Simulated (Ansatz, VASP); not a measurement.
ZrC in VASP and in Ansatz

INCAR

```
  ALGO = Fast
  EDIFF = 1E-7
  EDIFFG = -0.001
  ENCUT = 600
  GGA = PS
  IBRION = 2
  ISIF = 3
  ISMEAR = -1
  LASPH = True
  LCHARG = False
  LREAL = False
  LWAVE = False
  NELM = 100
  NSW = 80
  PREC = Accurate
  SIGMA = 0.15
```

KPOINTS

```
k-points
0
Gamma
  16 16 16
```

Contents of POSCAR:

```
ZrC
1.0
    0.0000000000      2.3345629354      2.3345629354
    2.3345629354      0.0000000000      2.3345629354
    2.3345629354      2.3345629354      0.0000000000
Zr C
1 1
Direct
    0.5000000000      0.5000000000      0.5000000000
    0.0000000000      0.0000000000      0.0000000000
```

Input for Ansatz:

```yaml
crystal:
  lattice:
    - [0.0, 2.3345629354, 2.3345629354]
    - [2.3345629354, 0.0, 2.3345629354]
    - [2.3345629354, 2.3345629354, 0.0]
  atoms:
    - { symbol: Zr, position: [0.5, 0.5, 0.5] }
    - { symbol: C, position: [0.0, 0.0, 0.0] }
basis:
  ecutwfc: 420
kpoints:
  mp_grid: { grid: [16, 16, 16] }
hamiltonian:
  xc: pbesol
scf:
  occupations: { method: fermi_dirac, width: 0.15 }
output:
  forces: true
  stress: true
  eigenvalues: true
relax:
  adjacent_minimum: "off"
  f_tol: 0.001
  max_steps: 60
  cell: { stress_tol: 0.01 }
```

Alike in both runs: task relaxation of cell and atoms; functional PBEsol; k mesh 16 × 16 × 16; occupations fermi-dirac, width 0.15 eV; no spin polarisation.

```csv
,VASP,Ansatz
version,VASP 6.6.1,Ansatz 0.2.0
potentials or method,"VASP PAW PBE potentials, release 64 (Zr_sv, C)","scalar-relativistic, plane waves, PAW"
plane-wave cutoff (eV),600,420
valence electrons in the cell,16,16
```

Ansatz gave:

* gap on the k mesh at the Fermi level, each at its own relaxed structure (eV): none
* relaxed volume (Å³/atom): 12.72
* relaxed cell length with the largest relative difference (Å): 3.302

Problem. What did VASP give for the same quantities?

Solution. gap on the k mesh at the Fermi level, each at its own relaxed structure (eV): none; relaxed volume (Å³/atom): 12.74; relaxed cell length with the largest relative difference (Å): 3.303.

A gap of «none» marks a metal or a gap that the smearing closes.

Caveats: the PAW data sets were made with another functional, which shifts forces and pressure a little (VASP).
